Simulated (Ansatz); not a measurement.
Runs of Ansatz 0.2.0 on TiB2. The structure is hexagonal, space group P6/mmm (No. 191). The conventional cell has a = 3.029 Å, b = 3.029 Å, c = 3.228 Å, α = 90.00°, β = 90.00°, γ = 120.00°. Ti (site symmetry 6/mmm) is surrounded by 12 B at 2.38 Å. Around B (site symmetry -6m2) lie 3 B at 1.75 Å. 

| task | potentials or basis | cell | cutoff (eV) | basis error allowed | pressure (GPa) |
| --- | --- | --- | --- | --- | --- |
| relaxation of cell and atoms | all-electron LAPW, scalar-relativistic | relaxed to 20 GPa | - | 0.002 eV/atom | 20.0 |
| band structure | all-electron PAW datasets made for the crystal | as given | 360 | - | (a) |
| relaxation of cell and atoms | all-electron LAPW, scalar-relativistic | relaxed to 10 GPa | - | 0.002 eV/atom | 10.0 |
| relaxation of cell and atoms | all-electron LAPW, scalar-relativistic | relaxed to 30 GPa | - | 0.002 eV/atom | 30.0 |
| band structure | all-electron LAPW, non-relativistic | as given | 282 | 0.002 eV/atom | -4.5 |

Alike in all rows: level PBEsol; no spin polarisation; k mesh 10 × 10 × 8; smearing fermi-dirac 0.05 eV.

Question: Estimate the missing entries.

Answer: (a) -5.1.

The runs don't all hold the same shells in valence.
